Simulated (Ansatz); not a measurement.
Ru: from a trial structure to a relaxed crystal

All numbers below come from Ansatz, DFT PBE, scalar-relativistic, plane waves, PAW. Cutoff 420 eV, Γ-centred k mesh, Gaussian smearing, no spin polarisation in the final step.

The start is a random cell of Ru without symmetry, drawn with lower limits on the distances.

```
Ru
1.0
     4.25832    0.00000    0.00000
    -0.35519    3.79480    0.00000
    -0.38331    0.04265    3.70430
Ru
4
Direct
  0.72510 0.92380 0.98915
  0.96365 0.51361 0.18280
  0.10044 0.02972 0.79252
  0.63900 0.12262 0.41340
```

Cell and atoms relax at zero pressure; the relaxation can't lower the symmetry of the start. After a coarse first stage the cell is made exact in the group found at 0.06 Å.

Energies count from the standard state of Ru at the same level.

Question: Which crystal results?

Answer: It ends in Fm-3m (No. 225). The result has the fcc structure. Conventional cell: a = 3.811 Å. Ru has 12 Ru at 2.69 Å.

```cif
data_structure
_symmetry_space_group_name_H-M 'Fm-3m'
_symmetry_Int_Tables_number 225
_cell_length_a 3.8106
_cell_length_b 3.8106
_cell_length_c 3.8106
_cell_angle_alpha 90.000
_cell_angle_beta 90.000
_cell_angle_gamma 90.000
_cell_volume 55.33
loop_
_atom_site_label
_atom_site_type_symbol
_atom_site_symmetry_multiplicity
_atom_site_Wyckoff_symbol
_atom_site_fract_x
_atom_site_fract_y
_atom_site_fract_z
_atom_site_occupancy
Ru1 Ru 4 a 0.00000 0.00000 0.00000 1
```

Question: What are its volume, energy, density and gap?

Answer: The volume per atom is 13.83 Å³. The density is 12.13 g/cm³, the energy over the standard structure is 0.12 eV/atom and the gap on the 24×24×24 mesh is 0 eV (a metal).

The final run used a 24×24×24 mesh on its 1-atom cell and 0.10 eV smearing. For metals, differences of a few meV/atom aren't resolved. Symmetry constrained the relaxation, so the result can be a saddle point.